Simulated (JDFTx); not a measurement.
Pd:

```
Pd
1.0
     0.00000    1.94650    1.94650
     1.94650    0.00000    1.94650
     1.94650    1.94650    0.00000
Pd
1
Direct
  0.00000 0.00000 0.00000
```

- Program: JDFTx 1.7.0 (patched build)
- Task: single point
- Functional: PBEsol
- Potentials or basis: PseudoDojo-SR-PBEsol-0.4.1-standard with smoothed tails
- Cutoff: 1116 eV
- Density cutoff: 4463 eV
- k mesh: 12 × 12 × 12
- Occupations: fermi-dirac, width 0.05 eV
- Spin: no spin polarisation

On this cell: pressure -3.0 GPa; band gap on the k mesh none (metal or under the smearing width).

The same run follows on a disturbed copy (cell strained at random at fixed volume):

```
Pd
1.0
    -0.01113    1.95522    1.94186
     1.97107    0.00634    1.92440
     1.96444    1.93112    0.01297
Pd
1
Direct
  0.02384 0.98301 0.99703
```

What does the disturbed cell give?

The energy (extrapolated to zero smearing) moves by +1.9 meV/atom; pressure -2.9 GPa; band gap on the k mesh none (metal or under the smearing width).

Stress tensor (GPa, compression positive):
```
-3.82  0.61  0.20
 0.61 -2.65 -1.36
 0.20 -1.36 -2.31
```

Caveats: this set's palladium file may shift the pressure by some GPa.
